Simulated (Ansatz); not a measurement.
PbO built on the zincblende prototype was relaxed with 5 functionals in the plane-wave code Ansatz, cell and atoms free, the symmetry of the start kept (meshes: PBE 8×8×8, r2SCAN 8×8×8, PBEsol 8×8×8, LDA 8×8×8, HSE06 6×6×6). All values are calculated for a non-magnetic cell, which may be hypothetical.

The r2SCAN result:
```cif
data_structure
_symmetry_space_group_name_H-M 'F-43m'
_symmetry_Int_Tables_number 216
_cell_length_a 5.5976
_cell_length_b 5.5976
_cell_length_c 5.5976
_cell_angle_alpha 90.000
_cell_angle_beta 90.000
_cell_angle_gamma 90.000
_cell_volume 175.39
loop_
_atom_site_label
_atom_site_type_symbol
_atom_site_symmetry_multiplicity
_atom_site_Wyckoff_symbol
_atom_site_fract_x
_atom_site_fract_y
_atom_site_fract_z
_atom_site_occupancy
Pb1 Pb 4 a 0.00000 0.00000 0.00000 1
O1 O 4 d 0.25000 0.25000 0.75000 1
```

The symmetry is F-43m (No. 216, cubic); a = 5.598 Å in the conventional setting, 21.92 Å³ an atom. Pb has 4 O at 2.42 Å; O has 4 Pb at 2.42 Å.

(1) How does the cell change with LDA?

(2) What lattice does HSE06 give?

(3) Held at the r2SCAN cell, what mean stress do LDA and PBE find, and does its sign point to their own minimum?

Results:

(1) a = 5.510 Å; the volume differs by -4.6 % from r2SCAN's. Pb is surrounded by 4 O at 2.39 Å; O is surrounded by 4 Pb at 2.39 Å.

(2) a = 5.607 Å; the volume differs by +0.5 % from r2SCAN's. Pb is surrounded by 4 O at 2.43 Å; O is surrounded by 4 Pb at 2.43 Å.

(3) Yes. LDA -3.28 GPa, and its relaxed volume is -4.6 % from r2SCAN's; PBE +2.38 GPa, and its relaxed volume is +3.6 % from r2SCAN's. Compression counts positive, so a positive stress asks for a larger cell.
